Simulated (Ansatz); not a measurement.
**Debugging a calculation of WS₂**

Intended: WS₂, PBE, plane waves and PAW in Ansatz. The input:

```yaml
crystal:
  lattice:
    - [3.1829541699, 0.0, 0.0]
    - [-1.591477085, 2.7565191702, 0.0]
    - [0.0, 0.0, 28.53221786]
  atoms:
    - { symbol: W, position: [0.6666666667, 0.3333333333, 0.65928643] }
    - { symbol: W, position: [0.3333333333, 0.6666666667, 0.88553378] }
    - { symbol: W, position: [0.3333333333, 0.6666666667, 0.60462521] }
    - { symbol: S, position: [0.6666666667, 0.3333333333, 0.94018573] }
    - { symbol: S, position: [0.6666666667, 0.3333333333, 0.48903042] }
    - { symbol: S, position: [0.3333333333, 0.6666666667, 0.71395221] }
    - { symbol: S, position: [0.6666666667, 0.3333333333, 0.83084828] }
    - { symbol: S, position: [0.6666666667, 0.3333333333, 0.37971025] }
    - { symbol: S, position: [0.3333333333, 0.6666666667, 0.43436168] }
basis:
  ecutwfc: 420
kpoints:
  mp_grid: { grid: [12, 12, 1] }
hamiltonian:
  xc: pbe
scf:
  occupations: { method: gaussian, width: 0.1 }
  max_iter: 100
output:
  forces: true
  stress: true
  eigenvalues: true
```

Command:

```bash
ansatz run input.yaml --threads 2 --pin off --max-ram 5120MiB --backend cpu --events-out ev --progress --plain --runs-dir out
```

The program printed (HF is the Harris–Foulkes energy, dr2 the density residual in eV):

```text
Pseudopotential: W, paw, valence charge 14, recommended cutoff 420 eV (normal)
Pseudopotential: S, paw, valence charge 6, recommended cutoff 420 eV (normal)
Crystal: 9 atoms, lattice volume = 250.338 Å³
Basis set: ecut = 420 eV, 4931 PW (Γ), exchange–correlation on 48×48×384 points (8 copies of the dense FFT grid, shifted against one another)
Bands: 48, of which v1, the nominal top of the filled ones, is band 39 counted from 1 (38 counted from 0)
Symmetry: 6 space group operations
Space group: P3m1 (ITA 156), of the structure as read, at distance tolerance 6.3e-5 Å
k-points: 19 of 144 (time reversal used)
Initial density: superposition of atomic densities, corrected by the library's trained network
SCF iter   1: HF=-36564.494064 eV  Δρ=7.87e-3  dr2=5.48e-1
SCF iter   2: HF=-36565.041812 eV  Δρ=1.98e-2  dr2=2.78e1  recentre
SCF iter   3: HF=-36564.462816 eV  Δρ=5.32e-3  dr2=2.47e-1
SCF iter   4: HF=-36564.450579 eV  Δρ=2.02e-3  dr2=1.46e-1
automatic band count: iteration 4 solves 47 bands in place of 48: the levels show a gap, and the empty bands left out lie too high to hold charge; the band table lists the bands solved (type scf.n_extra_bands for more)
   ...
automatic band count: iteration 6 solves 46 bands in place of 47: the levels show a gap, and the empty bands left out lie too high to hold charge; the band table lists the bands solved (type scf.n_extra_bands for more)
automatic band count: iteration 11 solves 48 bands in place of 46: the levels no longer show a gap clear of their residuals, so the SCF keeps every band
SCF iter  14: HF=-36564.433939 eV  Δρ=1.13e-5  dr2=7.35e-6
SCF iter  15: HF=-36564.433938 eV  Δρ=2.41e-6  dr2=1.71e-7
SCF iter  16: F=-36564.433938 eV  HF=-36564.433938 eV  Δρ=1.05e-6  dr2=2.35e-8
SCF 1 converged in 16 iterations: F = -36564.433938 eV  dr2 = 2.35e-8
SCF converged after 16 iterations
Free energy (F): -36564.433938 eV
E sigma→0 (E₀):  -36564.425993 eV
Entropy (-TS):   -0.015891 eV (-1.766 meV/atom)
Fermi energy:    5.492449 eV
--- Forces (eV/Å), atoms counted from 1 ---
  atom   1  W      0.00000000    -0.00000000     4.16219781
  atom   2  W      0.00000000    -0.00000000    -0.01453094
  atom   3  W     -0.00000000     0.00000000    -6.92370208
  atom   4  S      0.00000000     0.00000000     0.25726479
  atom   5  S      0.00000000     0.00000000     1.19343089
  atom   6  S      0.00000000    -0.00000000     2.35204131
  atom   7  S      0.00000000     0.00000000    -0.18279607
  atom   8  S     -0.00000000     0.00000000    -0.63660326
  atom   9  S     -0.00000000     0.00000000    -0.20734754
--- Stress (GPa, compression-positive) ---
        4.903004       0.000000       0.000000
        0.000000       4.903004      -0.000000
        0.000000      -0.000000      10.336482
  P = ⅓ Tr σ = 6.7142 GPa (67.142 kbar)
```

Problem. The run finished without an error. What is wrong all the same?

Solution. The fault is two atoms' positions swapped. Two unlike atoms sit on each other's sites. The cure is the atoms on their own sites.

The change to the input (which also takes the smearing and iteration limit of the reference run):

```diff
 crystal:
   atoms:
-    - { symbol: W, position: [0.3333333333, 0.6666666667, 0.60462521] }
+    - { symbol: W, position: [0.33333333, 0.66666667, 0.43436168] }
-    - { symbol: S, position: [0.3333333333, 0.6666666667, 0.43436168] }
+    - { symbol: S, position: [0.33333333, 0.66666667, 0.60462521] }
 scf:
-  occupations: { method: gaussian, width: 0.1 }
-  max_iter: 100
+  occupations: { method: gaussian, width: 0.02 }
```

The mended run converges, with a gap on the mesh of 1.34 eV, a pressure of 1.24 GPa. The faulty run's energy lay 1.09 eV per atom higher.

Time of the mended run: 25 s on 2 threads of Intel(R) Xeon(R) Processor @ 2.50GHz (Skylake/Cascade Lake), on a shared host, peak memory 0.58 GiB.

This form isn't the usual stable structure of the compound.